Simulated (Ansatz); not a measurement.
Crystal: Al.

```xyz
2
Lattice="2.8125 0.0000 0.0000 -1.4062 2.4357 0.0000 0.0000 0.0000 4.8669" Properties=species:S:1:pos:R:3 pbc="T T T"
Al    0.0000    1.6238    1.2167
Al    1.4062    0.8119    3.6501
```

This isn't the form of Al at room conditions, which is fcc.

- Program: Ansatz 0.2.0
- Task: relaxation of cell and atoms
- Functional: PBEsol0
- Potentials or basis: Ansatz PAW
- Cutoff: 420 eV (not typed: the program's choice for these potentials)
- k mesh: 6 × 6 × 3
- Occupations: fermi-dirac, width 0.05 eV
- Spin: no spin polarisation

At the start: volume 16.67 Å³/atom.

Q: How do energy, volume and symmetry change on relaxing?

A: It ends after 9 steps and the volume is 16.41 Å³/atom (-1.5 %); space group P6_3/mmc (No. 194, to 0.05 Å).

The path:
```
step  energy change (eV)  largest force (eV/Å)  volume (Å³)
   1              0.0000                0.0000        33.34
   2             -0.0698                0.0000        32.92
   3             -0.0706                0.0000        32.06
   4             -0.0987                0.0000        33.02
   5             -0.1005                0.0000        32.67
   6             -0.1007                0.0000        32.81
   7             -0.1010                0.0000        32.81
   8             -0.1010                0.0000        32.82
   9             -0.1010                0.0000        32.82
```

Final structure:
```cif
data_structure
_symmetry_space_group_name_H-M 'P 1'
_symmetry_Int_Tables_number 1
_cell_length_a 2.8964
_cell_length_b 2.8964
_cell_length_c 4.5177
_cell_angle_alpha 90.000
_cell_angle_beta 90.000
_cell_angle_gamma 120.000
_cell_volume 32.82
loop_
_atom_site_label
_atom_site_type_symbol
_atom_site_fract_x
_atom_site_fract_y
_atom_site_fract_z
_atom_site_occupancy
Al1 Al 0.33333 0.66667 0.25000 1
Al2 Al 0.66667 0.33333 0.75000 1
```

Caveat: the k mesh is coarse (spacing up to 0.43 Å⁻¹), so the values aren't converged, least of all with exact exchange; the plane-wave basis is chosen anew once the cell has moved, so the energies of steps on either side of that aren't comparable; the PAW data sets come from PBE, with cores solved anew for the run's functional, which leaves a small shift of forces and pressure.
